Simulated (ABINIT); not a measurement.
Runs of ABINIT 10.8.3 (patched build) on AlN. It takes space group F-43m (No. 216, cubic). The conventional cell has a = 4.368 Å, b = 4.368 Å, c = 4.368 Å, α = 90.00°, β = 90.00°, γ = 90.00°. Around Al (site symmetry -43m) lie 4 N at 1.89 Å. N (site symmetry -43m) has 4 Al at 1.89 Å as nearest neighbours. Measurements of this composition are mostly on another form, of space group No. 186.

```tsv
task	level	potentials or basis	k mesh	cutoff (eV)	smearing	fine-grid cutoff	gap on the mesh (eV)	pressure (GPa)	V0 of scaled cells (Å³/atom)	B0 (GPa)
equation of state	LDA	PseudoDojo NC SR LDA v0.4.1 standard	10 × 10 × 10	1143	fermi-dirac 0.05 eV	-	-	-	10.17	210
equation of state	PW91	PseudoDojo NC SR PBE v0.4.1 standard	10 × 10 × 10	1143	fermi-dirac 0.05 eV	-	-	-	10.66	193
band structure	PW91	PseudoDojo NC SR PBE v0.4.1 standard	10 × 10 × 10	1143	fermi-dirac 0.05 eV	-	(d)	4.6	-	-
equation of state	HCTH407	JTH PAW PBE v2.0	10 × 10 × 10	680	fermi-dirac 0.05 eV	1278.94 eV	-	-	10.64	193
single point	r2SCAN	JTH PAW PBE v2.0	8 × 8 × 8	816	fermi-dirac 0.05 eV	1414.99 eV	3.89	-	-	-
equation of state	PBE+D3(BJ)	JTH PAW PBE v2.0	10 × 10 × 10	680	fermi-dirac 0.05 eV	1278.94 eV	-	-	10.48	202
equation of state	BP86+D3(BJ)	JTH PAW PBE v2.0	10 × 10 × 10	680	fermi-dirac 0.05 eV	1278.94 eV	-	-	(b)	208
band structure	LDA-Teter	JTH PAW LDA v2.0	10 × 10 × 10	680	fermi-dirac 0.05 eV	1278.94 eV	3.23	-	-	-
single point	PBE	PseudoDojo NC SR PBE v0.4.1 standard	8 × 8 × 8	952	fixed	-	(a)	3.8	-	-
equation of state	LDA	JTH PAW LDA v2.0	10 × 10 × 10	680	fermi-dirac 0.05 eV	1278.94 eV	-	-	10.22	210
band structure	rPW86PBE	PseudoDojo NC SR PBE v0.4.1 standard	10 × 10 × 10	1143	fermi-dirac 0.05 eV	-	3.60	9.3	-	-
equation of state	OLYP	PseudoDojo NC SR PBE v0.4.1 standard	10 × 10 × 10	1143	fermi-dirac 0.05 eV	-	-	-	10.43	(c)
```

Alike in all rows: no spin polarisation; cell as given.

Problem. Estimate the missing entries.

Solution. (a) 3.33; (b) 10.26; (c) 200; (d) 3.36.

Caveats: pressures at fixed basis lie under the slope of the energies (some runs); the potentials were made for another functional, which shifts forces and pressure (some runs); the PAW data sets were made with another functional, which shifts forces and pressure a little (some runs).

A k mesh can miss the band edges.

Not every run made on this cell is shown here.
